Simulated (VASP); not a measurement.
Here is a VASP 6.6.1 calculation.

The input INCAR:

```
ALGO = Fast
EDIFF = 1E-7
ENCUT = 520
GGA = CA
ISIF = 2
ISMEAR = 0
LASPH = T
LCHARG = F
LREAL = F
LWAVE = F
NELM = 80
PREC = Accurate
SIGMA = 0.05
```

KPOINTS

```
k-points
0
Gamma
  9 9 9
```

POSCAR

```
AlPt
3.0915
    1.000014879508      0.000000000000      0.000000000000
    0.000000000000      1.000014879508      0.000000000000
    0.000000000000      0.000000000000      1.000014879508
Pt Al
1 1
Direct
    0.5000000000      0.5000000000      0.5000000000
    0.0000000000      0.0000000000      0.0000000000
```

Potentials or basis: VASP PAW LDA potentials, release 54 (Pt, Al).

The run is started by

```console
$ cat potpaw_LDA.54/Pt/POTCAR potpaw_LDA.54/Al/POTCAR > POTCAR
$ mpirun -np 1 vasp_std > vasp.out
```

Task: What does it give for the pressure?

Result: -9.3 GPa.

Task: What does it give for the band gap on the k mesh?

Result: None (metal or under the smearing width).

The run has no spin-orbit coupling, so splittings on Pt are missing.
